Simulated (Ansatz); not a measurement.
PbTe built on the zincblende prototype, relaxed with r2SCAN, was run in the plane-wave code Ansatz under altered settings. All numbers are computed, without spin polarisation but where a row says otherwise.

```
CELL_PARAMETERS angstrom
0.00000 3.64149 3.64149
3.64149 0.00000 3.64149
3.64149 3.64149 0.00000
ATOMIC_POSITIONS crystal
Pb 0.00000 0.00000 0.00000
Te 0.25000 0.25000 0.25000
```

The base run's other keys:
```yaml
kpoints:
  mp_grid: { grid: [4, 4, 4] }
hamiltonian:
  xc: hse06
scf:
  occupations: { method: fixed }
  n_extra_bands: 4
```

It takes 14 iterations with 1917 plane waves at 420 eV and 8 k points, and leaves a mean stress of 0.00 GPa. The gap over this mesh is 0.971 eV. It ran on 4 threads of Arm Neoverse V1, on a shared host.

Outcomes, with energy and stress as changes against the base:
```csv
setting,outcome,ΔF (meV/atom),Δ mean stress (GPa),gap on the mesh (eV),iterations,wall time
"PBE hybrid, exx coeff 0.4, omega 0.5 1/Å",converged,–,0.0,0.794,14,12 s
"PBE hybrid, exx coeff -0.2, omega 0.3 1/Å",refused,–,–,–,–,0.02 s
hamiltonian.xc: hiss,refused,–,–,–,–,2 s
"PBE hybrid, exx coeff 0.15, omega 0.3 1/Å",converged,–,+0.2,0.740,11,11 s
scf.occupations: fermi_dirac 0.001,converged,0.0,0.0,0.971,14,12 s
scf.mixing.beta: -0.3,refused,–,–,–,–,0.02 s
```
A dash marks a value that wasn't obtained or can't be compared. Stress is positive in compression. The base took 12 s.

- PBE hybrid, exx coeff 0.4, omega 0.5 1/Å. That is 40 % exact exchange, screened with ω = 0.5 1/Å, against HSE06's 25 % screened at 0.208 1/Å. The mean stress moves by 0.0 GPa and the gap on the mesh by -0.177 eV (to 0.794). Totals of different functionals aren't comparable.
- PBE hybrid, exx coeff -0.2, omega 0.3 1/Å. The input is refused before any iteration. Error: invalid value for `hamiltonian.xc.exx.coeff`: must be finite and in (0, 1]; got -0.2
- hamiltonian.xc: hiss. The input is refused before any iteration. Error: inconsistent input (scf.exx.singularity, hamiltonian.xc): left to auto with a screened hybrid — auto would keep the own limit of the kernel of several ranges that all end (none), and with it the interaction's periodic images, which move energies and levels by what the mesh and the cell leave; type `singularity […]
- PBE hybrid, exx coeff 0.15, omega 0.3 1/Å. That is 15 % exact exchange, screened with ω = 0.3 1/Å, against HSE06's 25 % screened at 0.208 1/Å. The mean stress moves by +0.2 GPa and the gap on the mesh by -0.231 eV (to 0.740). Totals of different functionals aren't comparable.
- scf.mixing.beta: -0.3. It is rejected at once. Error: invalid value for `scf.mixing.beta`: must be finite and in (0, 1]; got -0.3

Within 1 meV an atom, 0.1 GPa and 0.005 eV of the base stay: scf.occupations: fermi_dirac 0.001.

Spin-orbit coupling is left out; in compounds of Pb, Bi, Tl or Hg it can lower a gap by up to about 1 eV, split its edges or invert the bands.

The stress of a hybrid is loosely converged in these runs.

The meshes of the hybrids are coarse, so their gaps aren't converged to the digits shown.
